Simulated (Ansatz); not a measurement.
Runs of Ansatz 0.2.0 on Ni. It takes space group P6_3/mmc (No. 194, hexagonal). The conventional cell has a = 2.448 Å, b = 2.448 Å, c = 4.073 Å, α = 90.00°, β = 90.00°, γ = 120.00°. Around Ni (site symmetry -6m2) lie 12 Ni at 2.45 to 2.48 Å. This isn't the form of Ni at room conditions, which is fcc.

```tsv
task	level	cell	k mesh	smearing	gap on the mesh (eV)	pressure (GPa)	moment (μB)
single point	PBE	as given	12 × 12 × 7	gaussian 0.027 eV	none	7.3	1.33
single point	PBE	as given	12 × 12 × 7	gaussian 0.028 eV	none	7.3	1.33
relaxation of cell and atoms	BLYP+D4	relaxed	12 × 12 × 7	fermi-dirac 0.05 eV	none	0.0	1.26
phonons	PBE	as given	9 × 9 × 5	fermi-dirac 0.05 eV	none	-	(a)
```

Alike in all rows: potentials or basis Ansatz PAW; spin collinear, ferromagnetic start; cutoff (eV) 420.

Q: Fill in the values left out.

A: (a) 1.09.

Caveats: the plane-wave basis is chosen anew once the cell has moved, so the energies of steps on either side of that aren't comparable (some runs); pairwise dispersion overbinds metals, which lowers pressure and volume (some runs); the PAW data sets come from PBE, with cores solved anew for the run's functional, which leaves a small shift of forces and pressure (some runs).

A gap of «none» marks a metal or a gap under the smearing width.
